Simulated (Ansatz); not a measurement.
Take a crystal in which Hf has been replaced by Ti on all its sites, with the cell rescaled by a rough guess (in some cases also distorted within its space group) and nothing relaxed:

```yaml
crystal:
  lattice:
    - [-1.63852, 1.63852, 2.08597]
    - [1.63852, -1.63852, 2.08597]
    - [1.63852, 1.63852, -2.08597]
  atoms:
    - { symbol: Ti, position: [0.00000, 0.00000, 0.00000] }
    - { symbol: H, position: [0.75000, 0.25000, 0.50000] }
    - { symbol: H, position: [0.25000, 0.75000, 0.50000] }
```

All numbers below come from DFT PBEsol, scalar-relativistic, plane waves, PAW (Ansatz).

Plane waves to 420 eV, a k mesh through Γ of 18×18×18 on the computed 3-atom cell and Gaussian smearing (0.10 eV); no spin polarisation.

**Question.** What pressure does the cell carry?

**Answer.** The pressure is -9.6 GPa (positive in compression), so the cell would contract.

**Question.** Is it a metal on this mesh?

**Answer.** Yes, a band crosses the Fermi level.

**Question.** What is its energy against the elements in their standard states?

**Answer.** -0.583 eV/atom at this unrelaxed geometry, with the elements in the same functional.